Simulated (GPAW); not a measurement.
Runs of GPAW 26.7.0 on HgSe. Symmetry: F-43m, No. 216, cubic system. The conventional cell has a = 6.078 Å, b = 6.078 Å, c = 6.078 Å, α = 90.00°, β = 90.00°, γ = 90.00°. Hg (site symmetry -43m) has 4 Se at 2.63 Å as nearest neighbours. Around Se (site symmetry -43m) lie 4 Hg at 2.63 Å. 

```tsv
task	level	potentials or basis	spin	cell	k mesh	cutoff (eV)	maxiter	optimizer	fmax	max steps	convergence	mesh quality	gap on the mesh (eV)	pressure (GPa)	V0 of scaled cells (Å³/atom)	B0 (GPa)
relaxation of cell and atoms	revPBE	the program's PAW data sets (release 1.2.1) made for this functional, pw	off	relaxed	8 × 8 × 8	600	150	BFGS	0.01 eV/Å	100	density=1e-05 forces=0.0001	not flagged	none	0.0	-	-
single point	PBEsol0	GPAW PAW data sets (gpaw-data 1.2.1), pw	off	as given	4 × 4 × 4	450	60	-	-	-	-	coarse	(b)	-	-	-
band structure	LDA	the program's PAW data sets (release 1.2.1) made for this functional, pw	SOC, no magnetisation	as given	6 × 6 × 6	600	150	-	-	-	-	not flagged	-	-0.1	-	-
equation of state	revPBE+D3(BJ)	the program's PAW data sets (release 1.2.1) made for this functional, pw	off	as given	6 × 6 × 6	600	150	-	-	-	-	not flagged	-	-	29.29	49
equation of state	PBEsol	PAW data sets generated in the run's folder for this functional, pw	off	as given	6 × 6 × 6	600	150	-	-	-	-	not flagged	-	-	29.07	51
band structure	r4SCAN	GPAW PAW data sets (gpaw-data 1.2.1), pw	SOC, no magnetisation	as given	6 × 6 × 6	600	150	-	-	-	-	not flagged	-	(a)	-	-
relaxation of cell and atoms	LDA	the program's PAW data sets (release 1.2.1) made for this functional, pw	off	relaxed	8 × 8 × 8	600	150	FIRE	0.02 eV/Å	100	density=1e-05 forces=0.0001	not flagged	none	-0.1	-	-
```

Alike in all rows: smearing fermi-dirac 0.05 eV.

**Question.** Estimate the missing entries.

**Answer.** (a) 2.7; (b) 0.51.

Caveats: some runs use coarse meshes; later steps reuse the first step's grids (some runs); the PAW data sets were made with another functional, which shifts forces and pressure a little (some runs); spin-orbit coupling was added after a scalar SCF, so levels and gaps hold it while energy, forces, pressure and moments don't (some runs); this program's spin-orbit splittings come out too wide for heavy elements (some runs); the volume moved by +13 % from the deposited cell, more than functionals usually miss (some runs); exact exchange converges slowly with the k mesh, and this mesh is small (some runs); spin-orbit coupling is left out, which moves the levels of the heavy elements (some runs).

A k mesh can miss the band edges, and rows without SOC leave out spin-orbit coupling on Hg, Se.

A gap of «none» marks a metal or a gap under the smearing width.

Runs at the PBE level aren't shown here.
